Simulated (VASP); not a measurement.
# EuS (Fm-3m) in VASP: notebook, part 2 of 2

VASP 6.6.1. The steps go on from the part before.

### Step 3. Single point, PBE, collinear spin, ferromagnetic start

INCAR reads:

```
SYSTEM = EuS
PREC = Accurate ; ENCUT = 520
EDIFF = 1E-7 ; ISMEAR = 0
SIGMA = 0.025 ; LREAL = .FALSE.
LASPH = .TRUE. ; NELM = 120
ALGO = Fast ; ISIF = 2
LWAVE = .FALSE. ; LCHARG = .FALSE.
ISPIN = 2 ; MAGMOM = 7 0
LORBIT = 11 ; LMAXMIX = 6
GGA = PE
```

KPOINTS reads:

```
Automatic mesh
0
G
  8 8 8
  0 0 0
```

POSCAR reads:

```
EuS
1.0
    0.0000000000      2.9785000000      2.9785000000
    2.9785000000      0.0000000000      2.9785000000
    2.9785000000      2.9785000000      0.0000000000
Eu S
1 1
Direct
    0.0000000000      0.0000000000      0.0000000000
    0.5000000000      0.5000000000      0.5000000000
```

Potentials or basis: VASP PAW PBE potentials, release 64 (Eu, S).

The run is started by

```console
$ cat potpaw_PBE.64/Eu/POTCAR potpaw_PBE.64/S/POTCAR > POTCAR
$ mpirun -np 1 vasp_std > vasp.out
```

OUTCAR:

```text
SYSTEM = EuS
   PREC = Accurate
   ENCUT = 520
   EDIFF = 1E-7
   ISMEAR = 0
   LREAL = .FALSE.
   LASPH = .TRUE.
   NELM = 120
   ISIF = 2
   ISPIN = 2
   LORBIT = 11
   GGA = PE

 ion  position               nearest neighbor table
   1  0.000  0.000  0.000-   2 2.98   2 2.98   2 2.98   2 2.98   2 2.98   2 2.98
   2  0.500  0.500  0.500-   1 2.98   1 2.98   1 2.98   1 2.98   1 2.98   1 2.98

  LATTYP: Found a face centered cubic cell.
 ALAT       =     5.9570000000

  Lattice vectors:

 A1 = (   0.0000000000,   2.9785000000,   2.9785000000)
 A2 = (   2.9785000000,   0.0000000000,   2.9785000000)
 A3 = (   2.9785000000,   2.9785000000,   0.0000000000)

Analysis of symmetry for initial positions (statically):
=====================================================================
 Subroutine PRICEL returns:
 Original cell was already a primitive cell.

 Routine SETGRP: Setting up the symmetry group for a
 face centered cubic supercell.

 Subroutine GETGRP returns: Found 48 space group operations
 (whereof 48 operations were pure point group operations)
 out of a pool of 48 trial point group operations.

The static configuration has the point symmetry O_h .

Analysis of symmetry for dynamics (positions and initial velocities):
=====================================================================
 Subroutine PRICEL returns:
 Original cell was already a primitive cell.

 Routine SETGRP: Setting up the symmetry group for a
 face centered cubic supercell.

 Subroutine GETGRP returns: Found 48 space group operations
 (whereof 48 operations were pure point group operations)
 out of a pool of 48 trial point group operations.

The dynamic configuration has the point symmetry O_h .

Analysis of structural, dynamic, and magnetic symmetry:
=====================================================================
 Subroutine PRICEL returns:
 Original cell was already a primitive cell.

 Routine SETGRP: Setting up the symmetry group for a
 face centered cubic supercell.

 Subroutine GETGRP returns: Found 48 space group operations
 (whereof 48 operations were pure point group operations)
 out of a pool of 48 trial point group operations.

The overall configuration has the point symmetry O_h .

 Subroutine INISYM returns: Found 48 space group operations
 (whereof 48 operations are pure point group operations),
 and found     1 'primitive' translations

----------------------------------------------------------------------------------------

                                     Primitive cell

  volume of cell :      52.8473

  direct lattice vectors                    reciprocal lattice vectors
     0.000000000  2.978500000  2.978500000    -0.167869733  0.167869733  0.167869733
     2.978500000  0.000000000  2.978500000     0.167869733 -0.167869733  0.167869733
     2.978500000  2.978500000  0.000000000     0.167869733  0.167869733 -0.167869733

  length of vectors
     4.212235096  4.212235096  4.212235096     0.290758907  0.290758907  0.290758907

  position of ions in fractional coordinates (direct lattice)
     0.000000000  0.000000000  0.000000000
     0.500000000  0.500000000  0.500000000

  ion indices of the primitive-cell ions
   primitive index   ion index
                 1           1
                 2           2

----------------------------------------------------------------------------------------

 KPOINTS: Automatic mesh

[... 66 lines left out ...]
   NELM   =    120;   NELMIN=  2; NELMDL= -5     # of ELM steps
   EDIFF  = 0.1E-06   stopping-criterion for ELM
   LREAL  =      F    real-space projection
   EDIFFG = 0.1E-05   stopping-criterion for IOM
   NSW    =      0    number of steps for IOM
   IBRION =     -1    ionic relax: 0-MD 1-quasi-New 2-CG
   NFREE  =      0    steps in history (QN), initial steepest desc. (CG)
   ISIF   =      2    stress and relaxation
   ISYM   =      2    0-nonsym 1-usesym 2-fastsym
   POTIM  = 0.5000    time-step for ionic-motion
   TEBEG  =    0.0;   TEEND  =   0.0 temperature during run
   PSTRESS=    0.0 pullay stress
   NELECT =      23.0000    total number of electrons
   NUPDOWN=      -1.0000    fix difference up-down
   EMIN   =  10.00;   EMAX   =-10.00  energy-range for DOS
   EFERMI =   0.00;   METHOD = LEGACY
   ISMEAR =     0;   SIGMA  =   0.03  broadening in eV -4-tet -1-fermi 0-gaus
   EFERMI_NEDOS =   21; number of points for ismear=-14 and -15
   IALGO  =     68    algorithm
   IMIX   =      4    mixing-type and parameters
     AMIX     =   0.40;   BMIX     =  1.00
     AMIX_MAG =   1.60;   BMIX_MAG =  1.00
  volume/ion in A,a.u.               =      26.42       178.32
  Fermi-wavevector in a.u.,A,eV,Ry     =   1.240633  2.344456 20.941667  1.539169
  Thomas-Fermi vector in A             =   2.375065
   LORBIT       =     11    0 simple, 1 ext, 2 COOP (PROOUT), +10 PAW based schemes
   GGA     = PE    functional components
   LHFCALC =     F    Hartree Fock is set to
   AEXX    =    0.0000 exact exchange contribution
   IVDW    =     0    specifies the selected vdW correction
   LEPSILON=     F    determine dielectric tensor
   LRPA    =     F    only Hartree local field effects (RPA)
 spin polarized calculation
 RMM-DIIS sequential band-by-band and
 Gauss-broadening in eV      SIGMA  =   0.03
  energy-cutoff  :      520.00
  volume of cell :       52.85
 maximum number of plane-waves:      1436
   NGX = 15   NGY = 15   NGZ = 15

 number of electron      23.0000004 magnetization       6.9882815

 Free energy of the ion-electron system (eV)
  ---------------------------------------------------
  ext. energy  EPLUGINS =         0.00000000
  ---------------------------------------------------
  free energy    TOTEN  =       -19.89742733 eV

  energy without entropy =      -19.89719606  energy(sigma->0) =      -19.89731170

 E-fermi :   4.2690     XC(G=0):  -9.6348

 val. band max:        4.2393191469   @ k =   0.1250   0.0000   0.0000
 cond. band min:       4.2764404983   @ k =   0.1250   0.1250   0.0000
 fundamental gap:      0.0371213515
 Fermi energy:         4.2689569509

 spin component 1

 k-point     1 :       0.0000    0.0000    0.0000
  band No.  band energies     occupation
      1     -37.2053      1.00000
      2     -15.9204      1.00000
      3     -15.9204      1.00000
      4     -15.9204      1.00000
      5      -9.1819      1.00000
      6       1.5232      1.00000
[... 517 lines left out ...]
     18       8.3280      0.00000
     19       8.7456      0.00000

 [... further k-points ...]

 spin component 2

 k-point     1 :       0.0000    0.0000    0.0000
  band No.  band energies     occupation
      1     -34.1194      1.00000
      2     -13.6604      1.00000
      3     -13.6604      1.00000
      4     -13.6604      1.00000
      5      -9.1773      1.00000
      6       1.6705      1.00000
[... 517 lines left out ...]
     18       9.7082      0.00000
     19      10.1115      0.00000

 [... further k-points ...]

------------------------ aborting loop because EDIFF is reached ----------------------------------------

  FORCE on cell =-STRESS in cart. coord.  units (eV):
  Direction    XX          YY          ZZ          XY          YZ          ZX
  --------------------------------------------------------------------------------------
  -------------------------------------------------------------------------------------
  Total       -0.9184846     -0.9184846     -0.9184846      0.0000000      0.0000000     -0.0000000
  in kB      -27.8457983    -27.8457983    -27.8457983      0.0000000      0.0000000     -0.0000000
  external PRESSURE =     -27.8457983 kB  Pullay stress =       0.0000000 kB

 VOLUME and BASIS-vectors are now :
 -----------------------------------------------------------------------------
  energy-cutoff  :      520.00
  volume of cell :       52.85
      direct lattice vectors                 reciprocal lattice vectors
     0.000000000  2.978500000  2.978500000    -0.167869733  0.167869733  0.167869733
     2.978500000  0.000000000  2.978500000     0.167869733 -0.167869733  0.167869733
     2.978500000  2.978500000  0.000000000     0.167869733  0.167869733 -0.167869733

 POSITION                                       TOTAL-FORCE (eV/Angst)
 -----------------------------------------------------------------------------------
      0.00000      0.00000      0.00000        -0.000000      0.000000      0.000000
      2.97850      2.97850      2.97850         0.000000     -0.000000     -0.000000
 -----------------------------------------------------------------------------------
    total drift:                                0.000000     -0.000000     -0.000000

  FREE ENERGIE OF THE ION-ELECTRON SYSTEM (eV)
  ---------------------------------------------------
  free  energy   TOTEN  =       -19.8974273325 eV

  energy  without entropy=      -19.8971960607  energy(sigma->0) =      -19.89731170

 total charge

# of ion       s       p       d       f       tot
--------------------------------------------------
    1        2.027   5.757   0.304   6.658  14.747
    2        1.316   2.430   0.000   0.000   3.746
--------------------------------------------------
tot          3.343   8.188   0.304   6.658  18.493

 magnetization (x)

# of ion       s       p       d       f       tot
--------------------------------------------------
    1       -0.015  -0.114   0.093   6.628   6.592
    2       -0.007  -0.066   0.000   0.000  -0.073
--------------------------------------------------
tot         -0.022  -0.180   0.093   6.628   6.519
```

stdout:

```text
POSCAR found type information on POSCAR EuS
 POSCAR found :  2 types and       2 ions
 scaLAPACK will be used
 LDA part: xc-table for (Slater+PW92), standard interpolation
 POSCAR, INCAR and KPOINTS ok, starting setup
 FFT: planning ... GRIDC
 FFT: planning ... GRID_SOFT
[... 96 lines left out ...]
WARNING in EDDRMM: call to ZHEGV failed, returncode =   8  4      1
WARNING in EDDRMM: call to ZHEGV failed, returncode =   6  3      8
WARNING in EDDRMM: call to ZHEGV failed, returncode =   8  4      1
WARNING in EDDRMM: call to ZHEGV failed, returncode =   8  4      1
WARNING in EDDRMM: call to ZHEGV failed, returncode =   8  4      1
WARNING in EDDRMM: call to ZHEGV failed, returncode =   8  4      1
WARNING in EDDRMM: call to ZHEGV failed, returncode =   8  4      1
 num prob WARNING in EDDRMM: call to ZHEGV failed, returncode =   8  4      8
WARNING in EDDRMM: call to ZHEGV failed, returncode =   8  4      1
WARNING in EDDRMM: call to ZHEGV failed, returncode =   8  4      1
WARNING in EDDRMM: call to ZHEGV fa
```

Run time: 2.9 min. Hardware: 1 thread of Intel Xeon Platinum 8488C (Sapphire Rapids), shared host; peak memory 0.26 GiB.

Results:

```yaml
Free_energy: -19.8974 eV
Pressure: -2.8 GPa
Band_gap_on_the_k_mesh: none (metal or under the smearing width)
Net_moment: 6.99 μB per cell
Site_moments: Eu +6.59; S -0.07 μB
Valence_electrons_inside_the_program's_atomic_spheres: Eu 14.75; S 3.75
```

Levels at points of the mesh, in eV from the Fermi level:
Spin up:
```tsv
k point	band 12	band 13	band 14	band 15	band 16	band 17	band 18	band 19
(0.00, 0.00, 0.00)	-0.21	0.11	0.11	0.11	0.82	1.09	1.10	1.60
(0.50, 0.00, 0.00)	-0.25	-0.25	-0.21	-0.20	2.96	3.24	3.66	3.66
(0.50, 0.50, 0.00)	-0.26	-0.26	-0.22	-0.04	-0.04	3.10	3.24	4.62
```
Spin down:
```
           k point  band 5  band 6  band 7  band 8  band 9  band 10  band 11  band 12
(0.00, 0.00, 0.00)  -13.45   -2.60   -2.60   -2.60    1.45     1.87     1.87     1.87
(0.50, 0.00, 0.00)  -12.49   -5.11   -3.72   -3.72    2.89     4.06     4.14     4.14
(0.50, 0.50, 0.00)  -13.11   -3.73   -2.95   -2.95   -0.12     3.95     3.97     4.30
```

Caveat: spin-orbit coupling is left out, which moves the levels of the heavy elements; a cell with one magnetic atom can't hold antiferromagnetic order, which such compounds often take; without U or exact exchange the open f shell lies at the Fermi level, which spoils levels, moments and volumes. The state reached can hang on the start; a lower one may exist.

### Step 4. Single point, PBE, collinear spin, ferromagnetic start

INCAR reads:

```
SYSTEM = EuS
  ALGO = Fast
  EDIFF = 1E-6
  ENCUT = 520
  GGA = PE
  ISIF = 2
  ISMEAR = 0
  ISPIN = 2
  LASPH = .TRUE.
  LCHARG = .FALSE.
  LMAXMIX = 6
  LORBIT = 11
  LREAL = .FALSE.
  LWAVE = .FALSE.
  MAGMOM = 7 0
  NELM = 150
  PREC = Accurate
  SIGMA = 0.018000000000000002
```

KPOINTS reads:

```
k-points
0
G
  8 8 8
  0 0 0
```

POSCAR is that of step 3.

The run is started by

```console
$ cat potpaw_PBE.64/Eu/POTCAR potpaw_PBE.64/S/POTCAR > POTCAR
$ mpirun -np 1 vasp_std > vasp.out
```

Wall time 1.9 min (1 thread of Intel Xeon Platinum 8559C (Emerald Rapids), shared host); peak memory 0.25 GiB.

It converged, with:

* Free energy: -19.8974 eV
* Pressure: -2.8 GPa
* Band gap on the k mesh: none (metal or under the smearing width)
* Net moment: 6.99 μB per cell
* Site moments: Eu +6.59; S -0.07 μB
* Valence electrons inside the program's atomic spheres: Eu 14.75; S 3.75

Levels at points of the mesh, in eV from the Fermi level:
Spin up:
```
           k point  band 11  band 12  band 13  band 14  band 15  band 16  band 17  band 18  band 19
(0.00, 0.00, 0.00)    -0.21    -0.21     0.11     0.11     0.11     0.82     1.10     1.10     1.37
(0.50, 0.00, 0.00)    -0.34    -0.25    -0.25    -0.21    -0.20     2.96     3.24     3.66     3.66
(0.50, 0.50, 0.00)    -0.28    -0.26    -0.26    -0.22    -0.04    -0.04     3.11     3.25     4.63
```
Spin down:
```
           k point  band 6  band 7  band 8  band 9  band 10  band 11
(0.00, 0.00, 0.00)   -2.60   -2.60   -2.60    1.45     1.87     1.87
(0.50, 0.00, 0.00)   -5.11   -3.72   -3.72    2.89     4.06     4.14
(0.50, 0.50, 0.00)   -3.73   -2.95   -2.95   -0.12     3.95     3.97
```

Caveat: spin-orbit coupling is left out, which moves the levels of the heavy elements; a cell with one magnetic atom can't hold antiferromagnetic order, which such compounds often take; without U or exact exchange the open f shell lies at the Fermi level, which spoils levels, moments and volumes.

### Step 5. Overview

```csv
smearing,gap on the mesh (eV),pressure (GPa),moment (μB)
gaussian 0.012 eV,none,-2.8,6.99
gaussian 0.025 eV,none,-2.8,6.99
gaussian 0.018 eV,none,-2.8,6.99
```

Alike in all rows: task single point; level PBE; potentials or basis VASP PAW PBE potentials, release 64 (Eu, S); spin collinear, ferromagnetic start; cell as given; k mesh 8 × 8 × 8; cutoff (eV) 520.

Every run on the cell as given and a fine mesh finds a metal.

Caveats: spin-orbit coupling is left out, which moves the levels of the heavy elements; a cell with one magnetic atom can't hold antiferromagnetic order, which such compounds often take; without U or exact exchange the open f shell lies at the Fermi level, which spoils levels, moments and volumes.

Total energies depend on the potentials used, so only differences within one code and one set of settings carry meaning.

### Step 6. Against experiment

Step 2. Against the measured gap of EuS, 1.72 eV (optical; 300 K; powder; “Crystal-field mediated electronic transitions of EuS up to 35 GPa”, 2022, pmc:8786971), the calculated 0.00 eV is off by -1.72 eV. So large a miss can be the level of theory's own, or it may mean another phase, state or a wrong row. Spin-orbit coupling on Eu is left out. The value is that of PBE on a finite k mesh, which can miss the band edges, without temperature or zero-point motion. Semilocal functionals fall short of measured gaps as a rule. The run's magnetic order (collinear spin, ferromagnetic start) needn't be the measured crystal's.

Step 3. Against the measured gap of EuS, 1.72 eV (optical; 300 K; powder; “Crystal-field mediated electronic transitions of EuS up to 35 GPa”, 2022, pmc:8786971), the calculated 0.00 eV is off by -1.72 eV. So large a miss can be the level of theory's own, or it may mean another phase, state or a wrong row. Spin-orbit coupling on Eu is left out. The value is that of PBE on a finite k mesh, which can miss the band edges, without temperature or zero-point motion. Semilocal functionals fall short of measured gaps as a rule. The run's magnetic order (collinear spin, ferromagnetic start) needn't be the measured crystal's.

Step 4. Measured gap of EuS: 1.72 eV (optical; 300 K; powder; “Crystal-field mediated electronic transitions of EuS up to 35 GPa”, 2022, pmc:8786971). This calculation gives 0.00 eV (-1.72 eV). So large a miss can be the level of theory's own, or it may mean another phase, state or a wrong row. Spin-orbit coupling on Eu is left out. The value is that of PBE on a finite k mesh, which can miss the band edges, without temperature or zero-point motion. Semilocal functionals fall short of measured gaps as a rule. The run's magnetic order (collinear spin, ferromagnetic start) needn't be the measured crystal's.
